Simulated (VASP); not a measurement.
A run of VASP 6.6.1:

File INCAR:

```
  PREC = Accurate
  ENCUT = 520
  EDIFF = 1E-6
  ISMEAR = 0
  SIGMA = 0.1
  LREAL = False
  LASPH = True
  NELM = 60
  ALGO = Fast
  ISIF = 2
  LWAVE = False
  LCHARG = False
  GGA = PE
  NBANDS = 18
```

File KPOINTS:

```
regular mesh
0
Gamma
  14 14 14
```

POSCAR

```
InPd
1.0
    3.2219885371      0.0000000000      0.0000000000
    0.0000000000      3.2219885371      0.0000000000
    0.0000000000      0.0000000000      3.2219885371
In Pd
1 1
Direct
    0.0000000000      0.0000000000      0.0000000000
    0.5000000000      0.5000000000      0.5000000000
```

Potentials or basis: VASP PAW PBE potentials, release 64 (In_d, Pd).

Command:

```console
$ cat potpaw_PBE.64/In_d/POTCAR potpaw_PBE.64/Pd/POTCAR > POTCAR
$ mpirun -np 1 vasp_std > vasp.out
```

Hardware: 1 thread of Intel(R) Xeon(R) Platinum 8488C (Sapphire Rapids), with other jobs on the host.

**Question.** Estimate the wall time of this run.

**Answer.** It took 36 s on 1 thread of Intel(R) Xeon(R) Platinum 8488C (Sapphire Rapids), on a shared host, peak memory 0.2 GiB. Counts: scf iterations 15, k points 120.
